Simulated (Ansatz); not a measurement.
## K: energy along a strain

K, Fm-3m, a = 6.784 Å (as given, not relaxed at this level: -0.4 GPa). This isn't the element's structure at ambient conditions. Ansatz: PBE+D3(BJ), PAW, 420 eV, Γ-centred 12×12×12 mesh on 1 atom, Gaussian smearing 0.15 eV; no spin polarisation. Cell vectors (Å): 0.000 3.392 3.392; 3.392 0.000 3.392; 3.392 3.392 0.000. The cell is strained by x per cent times the pattern (0 1 0 0 0 0) in the order xx yy zz yz xz xy (engineering shears), with fractional coordinates held. y is the free energy over the start, V0 = 78.046 Å³/atom.

| x (%) | y (meV/atom) |
| --- | --- |
| -4.00 | -6.56 |
| -3.00 | -5.16 |
| -2.00 | -3.59 |
| -1.00 | -1.87 |
| 0.00 | 0.00 |
| 1.00 | 2.02 |
| 2.00 | ? |
| 3.00 | 6.51 |
| 3.50 | 7.72 |
| 4.00 | 8.97 |

Q: Fit y = c1 x + c2 x² + c3 x³ to the other rows, get the stiffness along the pattern, and predict the missing energy.

A: Least squares on the rows shown. y = 1.948 x + 0.07522 x² − 0.0003874 x³. The clamped-ion stiffness p·C·p = 2 × 0.7522 eV × 160.2 / 78.046 Å³ = 3.1 GPa, which is C22 in these axes (C11 of the cubic crystal) (second derivative at the start, which stands under stress). At x = 2.00 the fit asked for gives 4.19 meV/atom. The run gave 4.19 meV/atom, the same to the digits shown.